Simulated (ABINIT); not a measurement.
TePb:

```xyz
2
Lattice="4.0023 0.0000 0.0000 0.0000 4.0023 0.0000 0.0000 0.0000 4.0023" Properties=species:S:1:pos:R:3 pbc="T T T"
Pb    0.0000    0.0000    0.0000
Te    2.0011    2.0011    2.0011
```

Measurements of this composition are mostly on another form, of space group No. 225.

Base run:

```yaml
Program: ABINIT 10.8.3 (patched build)
Functional: rPW86PBE
Potentials_or_basis: JTH PAW PBE v2.0
Cutoff: 599 eV
k_mesh: 7 × 7 × 7
Occupations: fermi-dirac, width 0.05 eV
Spin: no spin polarisation
```

Its results: band gap on the k mesh none (metal or under the smearing width); pressure 3.2 GPa.

The run is repeated on the same cell with these changes: functional from rPW86PBE to HCTH407. What comes out?

Band gap on the k mesh none (metal or under the smearing width); pressure 2.5 GPa.

Caveats: the PAW data sets were made with another functional, which shifts forces and pressure a little; spin-orbit coupling is left out, which moves the levels of the heavy elements.
